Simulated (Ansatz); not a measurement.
Ga:

```
Ga
1.0
    -1.38440    1.38440    2.31122
     1.38440   -1.38440    2.31122
     1.38440    1.38440   -2.31122
Ga
1
Direct
  0.00000 0.00000 0.00000
```

This isn't the form of Ga at room conditions, which is orthorhombic.

Base run:

* Program: Ansatz 0.2.0
* Functional: LDA
* Potentials or basis: Ansatz PAW
* Cutoff: 420 eV (not typed: the program's choice for these potentials)
* k mesh: 13 × 13 × 13
* Occupations: fermi-dirac, width 0.05 eV
* Spin: no spin polarisation

Its results: band gap on the k mesh none (metal or under the smearing width); pressure -2.4 GPa.

Question: After a change of settings the same cell gave: band gap on the k mesh none (metal or under the smearing width); pressure 5.5 GPa. Which change was it?
A. k mesh from 13 × 13 × 13 to 10 × 10 × 10; spin from no spin polarisation to spin-orbit coupling, no magnetisation; potential files from those of the base run to others of the same set
B. functional from LDA to PBEsol
C. functional from LDA to RPBE

Answer: C.

RPBE binds less tightly than LDA, so the same cell stands under more pressure.

Caveats: the PAW data sets come from PBE, with cores solved anew for the run's functional, which leaves a small shift of forces and pressure.

Runs at the PBE level aren't shown here.
